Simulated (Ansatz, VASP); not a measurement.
## Cross-check of SrO between VASP and Ansatz

Aim: how closely do two programs agree when they are given the same cell, functional and k mesh? The cell is taken from a series of VASP runs on this material, whose earlier steps may have relaxed, scaled or displaced it; both programs get it as it stands.

Method: plane waves, with VASP 6.6.1 beside it; single point at PBE with D3(BJ), band structure at PBE with D3(BJ) and dielectric response at PBE with D3(BJ), in Ansatz 0.2.0.

## 1. Set-up

It takes space group Fm-3m (No. 225, cubic). Conventional cell: a = 5.160 Å, b = 5.160 Å, c = 5.160 Å, α = 90.00°, β = 90.00°, γ = 90.00°. Sr has 6 O at 2.58 Å nearest. Nearest to O lie 6 Sr at 2.58 Å. Farther neighbours and most contacts between anions are not listed.

As a file:

```cif
data_structure
_symmetry_space_group_name_H-M 'Fm-3m'
_symmetry_Int_Tables_number 225
_cell_length_a 5.1598
_cell_length_b 5.1598
_cell_length_c 5.1598
_cell_angle_alpha 90.000
_cell_angle_beta 90.000
_cell_angle_gamma 90.000
_cell_volume 137.37
loop_
_atom_site_label
_atom_site_type_symbol
_atom_site_symmetry_multiplicity
_atom_site_Wyckoff_symbol
_atom_site_fract_x
_atom_site_fract_y
_atom_site_fract_z
_atom_site_occupancy
Sr1 Sr 4 b 0.50000 0.00000 0.00000 1
O1 O 4 a 0.00000 0.00000 0.00000 1
```

## 2. VASP: single point, PBE with D3(BJ)

With cell and atoms fixed, the geometry can't cause a difference; cores, projectors, grids and the points listed under the comparison can.

Lines of VASP's logs that name or quote its potential files are left out, and so is its time.

File INCAR:

```
SYSTEM = SrO
PREC = Accurate
ENCUT = 520
EDIFF = 1E-06
NELM = 100
ISMEAR = 0
SIGMA = 0.05
LREAL = .FALSE.
ALGO = Normal
GGA = PE
IVDW = 12
NBANDS = 14
LORBIT = 11
LWAVE = .FALSE.
LCHARG = .TRUE.
ISIF = 2
LELF = .TRUE.
LVHAR = .TRUE.
```

File POSCAR:

```
SrO
1.0
    0.0000000000      2.5799009295      2.5799009295
    2.5799009295      0.0000000000      2.5799009295
    2.5799009295      2.5799009295      0.0000000000
Sr O
1 1
Direct
    0.5000000000      0.5000000000      0.5000000000
    0.0000000000      0.0000000000      0.0000000000
```

File KPOINTS:

```
Automatic mesh
0
Gamma
8 8 8
0 0 0
```

The projector-augmented-wave data sets are Sr_sv and O (PBE family, release 64).

The run is started by

```console
mpirun -np 2 vasp_std
```

Numbers of over 12 decimals in the logs are rounded to 6 here.

The log of the run:

```text
[banner, memory and clock lines left out]
running    2 mpi-ranks, on    1 nodes
 distrk:  each k-point on    2 cores,    1 groups
 distr:  one band on    1 cores,    2 groups

 POSCAR found type information on POSCAR SrO
 POSCAR found :  2 types and       2 ions
 LDA part: xc-table for (Slater+PW92), standard interpolation
 POSCAR, INCAR and KPOINTS ok, starting setup
 FFT: planning ... GRIDC
 FFT: planning ... GRID_SOFT
 FFT: planning ... GRID
 WAVECAR not read
 entering main loop
       N       E                     dE             d eps       ncg     rms          rms(c)
DAV:   1     0.616065143484E+02    0.61607E+02   -0.77858E+03   820   0.107E+03
DAV:   2    -0.110340886249E+02   -0.72641E+02   -0.66592E+02  1162   0.218E+02
DAV:   3    -0.141825957115E+02   -0.31485E+01   -0.31339E+01  1096   0.398E+01
DAV:   4    -0.142486087752E+02   -0.66013E-01   -0.65981E-01  1042   0.412E+00
DAV:   5    -0.142490926740E+02   -0.48390E-03   -0.48390E-03  1058   0.335E-01    0.161E+01
DAV:   6    -0.121905588486E+02    0.20585E+01   -0.73030E+00   836   0.208E+01    0.193E+01
DAV:   7    -0.120562964410E+02    0.13426E+00   -0.36921E-01   962   0.532E+00    0.111E+01
DAV:   8    -0.120454469367E+02    0.10850E-01   -0.12190E-01   950   0.363E+00    0.603E-01
DAV:   9    -0.120472715299E+02   -0.18246E-02   -0.64628E-03  1188   0.534E-01    0.240E-01
DAV:  10    -0.120477215243E+02   -0.44999E-03   -0.45020E-04   854   0.219E-01    0.118E-01
DAV:  11    -0.120478840901E+02   -0.16257E-03   -0.17082E-04   860   0.101E-01    0.387E-02
DAV:  12    -0.120479009223E+02   -0.16832E-04   -0.30936E-05   890   0.432E-02    0.421E-02
DAV:  13    -0.120479014422E+02   -0.51994E-06   -0.24637E-06   890   0.141E-02
   1 F= -.12534144E+02 E0= -.12534144E+02  d E =-.137973E-10
```

Parts of OUTCAR (step 2):

```text
ion  position               nearest neighbor table
   1  0.500  0.500  0.500-   2 2.58   2 2.58   2 2.58   2 2.58   2 2.58   2 2.58
   2  0.000  0.000  0.000-   1 2.58   1 2.58   1 2.58   1 2.58   1 2.58   1 2.58

  LATTYP: Found a face centered cubic cell.
 ALAT       =     5.1598018590

 Subroutine GETGRP returns: Found 48 space group operations
 (whereof 48 operations were pure point group operations)

The static configuration has the point symmetry O_h .

 Found     29 irreducible k-points:

   k-points           NKPTS =     29   k-points in BZ     NKDIM =     29   number of bands    NBANDS=     14

   dimension x,y,z NGX =    28 NGY =   28 NGZ =   28
   dimension x,y,z NGXF=    56 NGYF=   56 NGZF=   56

   ENCUT  =  520.0 eV  38.22 Ry    6.18 a.u.   6.78  6.78  6.78*2*pi/ulx,y,z

   NELECT =      16.0000    total number of electrons

 k-points in reciprocal lattice and weights: Automatic mesh
   0.00000000  0.00000000  0.00000000       0.002
   0.12500000  0.00000000  0.00000000       0.016
   0.25000000  0.00000000  0.00000000       0.016
   0.37500000  0.00000000  0.00000000       0.016
   0.50000000  0.00000000  0.00000000       0.008
   0.12500000  0.12500000  0.00000000       0.012
   0.25000000  0.12500000  0.00000000       0.047
   0.37500000  0.12500000  0.00000000       0.047
   0.50000000  0.12500000  0.00000000       0.047
[...]
-0.37500000  0.50000000  0.12500000       0.023
  -0.25000000  0.50000000  0.25000000       0.012

 average (electrostatic) potential at core
       1 -36.5795       2 -70.7847

 E-fermi :   1.8165

 k-point     1 :       0.0000    0.0000    0.0000
  band No.  band energies     occupation
    ...
      4     -12.4593      2.00000
      5     -12.4593      2.00000
      6       1.6146      2.00000
      7       1.6146      2.00000
      8       1.6146      2.00000
      9       5.5239      0.00000
     10       7.8022      0.00000
     11       7.8022      0.00000
     12       7.8022      0.00000
     13       9.9466      0.00000
    ...

 k-point     2 :       0.1250    0.0000    0.0000
  band No.  band energies     occupation
    ...
      4     -12.4712      2.00000
      5     -12.1374      2.00000
      6       1.1651      2.00000
      7       1.4213      2.00000
      8       1.4213      2.00000
      9       6.2175      0.00000
     10       7.6540      0.00000
     11       8.1042      0.00000
     12       8.1042      0.00000
     13      10.3468      0.00000
    ...

 k-point     3 :       0.2500    0.0000    0.0000
  band No.  band energies     occupation
    ...
      4     -12.4997      2.00000
      5     -11.6860      2.00000
      6       0.3477      2.00000
      7       1.0035      2.00000
      8       1.0035      2.00000
      9       7.5614      0.00000
     10       7.7709      0.00000
     11       8.9230      0.00000
     12       8.9230      0.00000
     13      11.3484      0.00000
    ...

 Edisp (eV)   -0.48624

  Total       0.00242     0.00242     0.00242     0.00000     0.00000    -0.00000
  in kB       0.11310     0.11310     0.11310     0.00000     0.00000    -0.00000
  external pressure =        0.11 kB  Pullay stress =        0.00 kB

  energy-cutoff  :      520.00
  volume of cell :       34.34
      direct lattice vectors                 reciprocal lattice vectors
     0.000000000  2.579900929  2.579900929    -0.193805892  0.193805892  0.193805892
     2.579900929  0.000000000  2.579900929     0.193805892 -0.193805892  0.193805892
     2.579900929  2.579900929  0.000000000     0.193805892  0.193805892 -0.193805892

 POSITION                                       TOTAL-FORCE (eV/Angst)
 -----------------------------------------------------------------------------------
      2.57990      2.57990      2.57990         0.000000     -0.000000     -0.000000
      0.00000      0.00000      0.00000        -0.000000      0.000000      0.000000
 -----------------------------------------------------------------------------------
    total drift:                                0.000000      0.000000      0.000000

  FREE ENERGIE OF THE ION-ELECTRON SYSTEM (eV)
  ---------------------------------------------------
  free  energy   TOTEN  =       -12.5341436448 eV

  energy  without entropy=      -12.5341436448  energy(sigma->0) =      -12.53414364

 total charge
# of ion       s       p       d       tot
------------------------------------------
    1        2.016   5.812   0.254   8.082
    2        1.552   3.419   0.000   4.971
--------------------------------------------------
tot          3.568   9.232   0.254  13.053

[... 3 further parts left out ...]
```

The run ends at a pressure of 0.01 GPa.

## 3. Ansatz: single point, PBE with D3(BJ)

Ansatz runs on its default PAW (the set named soft_2) files.

The same cell, functional, mesh and smearing now go to Ansatz, which takes its cutoff from its data sets.

File input.yaml:

```yaml
crystal:
  lattice:
    - [0.0, 2.5799009295, 2.5799009295]
    - [2.5799009295, 0.0, 2.5799009295]
    - [2.5799009295, 2.5799009295, 0.0]
  atoms:
    - { symbol: Sr, position: [0.5, 0.5, 0.5] }
    - { symbol: O, position: [0.0, 0.0, 0.0] }
hamiltonian:
  xc: pbe
  pseudopotentials: { kind: paw }
  dispersion: d3bj
kpoints:
  mp_grid: { grid: [8, 8, 8] }
scf:
  occupations: { method: gaussian, width: 0.05 }
  n_extra_bands: 4
output:
  forces: true
  stress: true
  eigenvalues: true
  write_density: true
  write_potential: true
  elf: true
  volumetric_format: npy
```

The run is started by

```console
ansatz run input.yaml --threads 2 --pin off --max-ram 4608MiB --backend cpu --events-out ev --progress --plain --runs-dir out
```

The log of the run:

```text
scf.n_extra_bands = 4 over 8 filled bands (N_el = 16.0): the run solves 12 bands
Engine: ansatz 0.2.0, aarch64-unknown-linux-gnu
Pseudopotentials: kind: paw
Pseudopotential: Sr, paw, valence charge 10, recommended cutoff 420 eV (normal), Sr.paw.azcp
Pseudopotential: O, paw, valence charge 6, recommended cutoff 420 eV (normal), O.paw.azcp
Functional definition: PBE
  parameter kappa = 0.804
  parameter beta = 0.066725
  exchange = pbe_x(kappa = kappa, mu = beta*pi^2/3)
  correlation = pbe_c(beta = beta)
Crystal: 2 atoms, lattice volume = 34.343 Å³
Basis set: ecut = 420 eV, 645 PW (Γ), exchange–correlation on 50×50×50 points (8 copies of the dense FFT grid, shifted against one another)
Bands: 12, of which v1, the nominal top of the filled ones, is band 8 counted from 1 (7 counted from 0)
Symmetry: 48 space group operations
Space group: Fm-3m (ITA 225), of the structure as read, at distance tolerance 3.3e-5 Å
k-points: 29 of 512
Non-local potential: Sr, projectors of the file, l = 0: 3, l = 1: 2, l = 2: 2
Non-local potential: O, projectors of the file, l = 0: 2, l = 1: 2, l = 2: 1
PAW form: soft (Blöchl's): semilocal exchange-correlation on the pseudo side does not see the compensation charge
PAW one-centre angular grid: Sr, 110 points (default); XC on 64 Gauss nodes
PAW one-centre angular grid: O, 110 points (default); XC on 64 Gauss nodes
Initial density: superposition of atomic densities (neutral atoms: chi_scale 0, normalization atom), corrected by the library's trained network
Initial wavefunctions: pseudopotential atomic-orbital guess
Functional: x = pbe(κ = 0.804, μ = 0.219515), c = pbe(β = 0.066725)
SCF iter   1: F=—  HF=-4115.110057 eV  |F-HF|=—  |Δ(HF+E_count)|=         —  Δρ=3.66e-4  dr2=6.21e-6  ethr=1.77e-3  ⟨swp⟩=8.2  Hψ=2732  notcnv=0
preconditioner: auto → none  [insulator: Δε(μ)=3.308 eV  Ē_g=16.151 eV  σ=0.050 eV  W_gap=1.00  n_scr=8 (ndim 8)  ℏωp=23.7 eV  f_vac=0.000  D(μ)=0.00/eV (n_scr^D=0)  ε∞_Penn≈3.2]
SCF iter   2: F=—  HF=-4115.111186 eV  |F-HF|=—  |Δ(HF+E_count)|=   1.13e-3  Δρ=4.95e-4  dr2=9.01e-5  ethr=3.88e-8  ⟨swp⟩=4.2  Hψ=1196  notcnv=0
SCF iter   3: F=—  HF=-4115.111202 eV  |F-HF|=—  |Δ(HF+E_count)|=   1.56e-5  Δρ=2.48e-4  dr2=2.14e-5  ethr=3.88e-8  ⟨swp⟩=2.6  Hψ=615  notcnv=0
SCF iter   4: F=—  HF=-4115.111230 eV  |F-HF|=—  |Δ(HF+E_count)|=   2.84e-5  Δρ=7.61e-5  dr2=2.17e-6  ethr=3.88e-8  ⟨swp⟩=2.2  Hψ=565  notcnv=0
SCF iter   5: F=—  HF=-4115.111230 eV  |F-HF|=—  |Δ(HF+E_count)|=   2.40e-7  Δρ=3.92e-5  dr2=5.93e-7  ethr=1.36e-8  ⟨swp⟩=1.0  Hψ=348  notcnv=0
SCF iter   6: F=—  HF=-4115.111230 eV  |F-HF|=—  |Δ(HF+E_count)|=   1.02e-7  Δρ=2.02e-5  dr2=1.60e-7  ethr=3.70e-9  ⟨swp⟩=1.0  Hψ=349  notcnv=0
SCF iter   7: F=-4115.111230 eV  HF=-4115.111230 eV  |F-HF|=9.17e-9  |Δ(HF+E_count)|=   3.37e-8  Δρ=5.27e-6  dr2=1.05e-8  ethr=6.25e-10  ⟨swp⟩=9.6  Hψ=2191  notcnv=0
SCF 1 converged in 7 iterations: F = -4115.111230 eV  dr2 = 1.05e-8
  greatest PAW one-centre occupation: 0.987 electrons in one spin orbital (limit 2), on the Sr atom at site 0 (counted from 0), in its partial waves of l = 0
SCF converged after 7 iterations
Free energy (F): -4115.111230 eV
Harris-Foulkes:  -4115.111230 eV  (|F-HF|=9.17e-9)
Internal energy: -4115.111230 eV  (E = F + TS)
E sigma→0 (E₀):  -4115.111230 eV
Fermi energy:    9.483189 eV
--- Per-component energies (eV) ---
  E_band       = -59.929209
  E_kinetic    = 422.886397
  E_local      = -868.929515  (includes V_loc(G=0)·N_el)
  E_nonlocal   = 250.145091
  E_hartree    = 235.495234
  E_xc         = -249.355574
  E_vxc        = -259.140439  (∫ρ·V_xc dr)
  E_paw        = -2852.329898  (= ΣΔE_a)
  E_vpaw       = -75.882290  (= ΣTr[D̂ρ^β])
  E_aug_tail   = 0.002405  (compensation charges beyond the density's cutoff)
  E_ewald      = -1052.538953
  E_disp       = -0.486418  (pairwise vdW)
  E_smearing   = -0.000000  (= −TS)
  E_closure    = -0.000000  (closes the sum)
  Σ components = -4115.111230   (vs F -4115.111230, Δ=0.00e0)
--- Forces (eV/Å), atoms counted from 1 ---
  atom   1  Sr     0.00000000    -0.00000000     0.00000000
  atom   2  O     -0.00000000     0.00000000     0.00000000
  max |Σ_I F_I| component: 2.73e-29 eV/Å
--- Stress (GPa, compression-positive) ---
       -0.544872       0.000000      -0.000000
       -0.000000      -0.544872      -0.000000
       -0.000000       0.000000      -0.544872
  P = ⅓ Tr σ = -0.5449 GPa (-5.449 kbar)
--- Band table (eV; the first three rows and the last of 29) ---
  k-point 0: bands = [... 4 lower, -6.1690, 7.8244, 7.8244, 7.8244, 11.7574, 14.0610, 14.0610, 14.0610]
  k-point 1: bands = [... 4 lower, -5.8592, 7.3798, 7.6358, 7.6358, 12.4498, 13.9009, 14.3595, 14.3595]
  k-point 2: bands = [... 4 lower, -5.4165, 6.5726, 7.2283, 7.2283, 13.7969, 13.9988, 15.1720, 15.1720]
  k-point 28: bands = [... 4 lower, -5.6034, 6.7317, 7.3993, 7.3993, 13.8405, 13.8405, 16.4120, 18.9055]
```

The job ended after 1.3 s (2 threads of Arm Neoverse N1, shared host; peak memory 0.26 GiB).

In the SCF lines HF is the Harris–Foulkes energy and dr2 the Hartree energy of the density residual, in eV; the loop may stop once dr2 is under the threshold and the program's other checks hold. Hψ counts applications of the Hamiltonian.

The run ends at a pressure of -0.54 GPa.

## 4. Side by side

Known differences besides the potentials themselves: the cutoff is 420 eV in Ansatz and 520 eV in VASP; VASP leaves aspherical gradient terms in its spheres out (LASPH is not set), Ansatz keeps them. Total energies have different zeros and are not compared.

The two programs side by side:

| quantity | Ansatz | VASP | difference |
| --- | --- | --- | --- |
| pressure (GPa) | -0.54 | 0.01 | -0.56 |
| pressure without Ansatz's Pulay correction (GPa) | -0.91 | 0.01 | -0.92 |
| gap on the k mesh (eV) | 3.318 | 3.270 | +0.047 |

A gap on the mesh is an upper bound, since the band edges may lie between its points. Ansatz's pressure holds a Pulay correction of 0.36 GPa; VASP's holds none.

## 5. Further runs

Further runs change the set-up of one program: Ansatz's method, potentials or start, or VASP's data sets, cutoff or form of LDA. The table gives Ansatz less VASP for each quantity, since a change that brings one quantity closer may part another.

```csv
run,pressure (GPa),gap on the k mesh (eV)
as above,-0.56,0.047
Ansatz's all-electron LAPW method,-0.56,0.046
```

## 6. Ansatz: band structure, PBE with D3(BJ)

Levels along a path test the potential and the projectors away from the mesh points.

The cell is taken from a series of VASP runs on this material, whose earlier steps may have relaxed, scaled or displaced it; both programs get it as it stands.

input.yaml, the sections that differ from step 3:

```yaml
kpoints:
  mp_grid: { grid: [8, 8, 8] }
  band_path:
    path:
      - [0.0, 0.0, 0.0]
      - [0.16667, 0.0, 0.16667]
      - [0.33333, 0.0, 0.33333]
      - [0.5, 0.0, 0.5]
      - [0.5, 0.08333, 0.58333]
      - [0.5, 0.18333, 0.68333]
      - [0.5, 0.25, 0.75]
      - [0.45, 0.3, 0.75]
      - [0.40833, 0.34167, 0.75]
      - [0.35, 0.35, 0.7]
      - [0.225, 0.225, 0.45]
      - [0.075, 0.075, 0.15]
      - [0.03333, 0.03333, 0.03333]
      - [0.23333, 0.23333, 0.23333]
      - [0.4, 0.4, 0.4]
      - [0.51667, 0.46667, 0.51667]
      - [0.55833, 0.38333, 0.55833]
      - [0.60833, 0.28333, 0.60833]
      - [0.60833, 0.25, 0.64167]
      - [0.55833, 0.25, 0.69167]
      - [0.51667, 0.25, 0.73333]
      - [0.5, 0.3, 0.7]
      - [0.5, 0.38333, 0.61667]
      - [0.5, 0.48333, 0.51667]
      - [0.475, 0.475, 0.55]
      - [0.425, 0.425, 0.65]
      - [0.38333, 0.38333, 0.73333]
      - [0.59167, 0.18333, 0.59167]
      - [0.55, 0.1, 0.55]
      - [0.5, 0.0, 0.5]
    npoints: 1
scf:
  occupations: { method: gaussian, width: 0.05 }
  n_extra_bands: 7
# crystal, hamiltonian, output: as in step 3
```

The log of the run:

```text
[...]
Crystal: 2 atoms, lattice volume = 34.343 Å³
Basis set: ecut = 420 eV, 645 PW (Γ), exchange–correlation on 50×50×50 points (8 copies of the dense FFT grid, shifted against one another)
Bands: 15, of which v1, the nominal top of the filled ones, is band 8 counted from 1 (7 counted from 0)
Symmetry: 48 space group operations
[...]
k-points: 29 of 512
[...]
k-point 0: bands = [... 4 lower, -6.1689, 7.8242, 7.8242, 7.8242, 11.7574, 14.0610, 14.0610, 14.0610, ... 3 higher]
  k-point 1: bands = [... 4 lower, -5.8592, 7.3797, 7.6357, 7.6357, 12.4498, 13.9009, 14.3595, 14.3595, ... 3 higher]
  k-point 2: bands = [... 4 lower, -5.4165, 6.5725, 7.2282, 7.2282, 13.7969, 13.9988, 15.1721, 15.1721, ... 3 higher]
  k-point 28: bands = [... 4 lower, -5.6034, 6.7317, 7.3992, 7.3992, 13.8405, 13.8405, 16.4120, 18.9056, ... 3 higher]
[key lines of the parts left out:]
SCF converged after 6 iterations
Free energy (F): -4115.111230 eV
Fermi energy:    9.483138 eV
P = ⅓ Tr σ = -0.5452 GPa (-5.452 kbar)
```

Wall time 1.7 s (2 threads); peak memory 0.26 GiB; 2.6 s of CPU time.

[end of part 1 of 2]

[Lines on the potential files, build, host, timing and source positions are cut from VASP's logs without a mark.]

[Logs are printed without paths, hosts, clocks, repeated set-up lines and the standing remarks that a program may print on its own settings, such as how far it seeks lower states.]

[Hosts, paths, dates, database ids (printed as entryN), source tags and the programs' standing remarks are cut or masked in the printed files.]
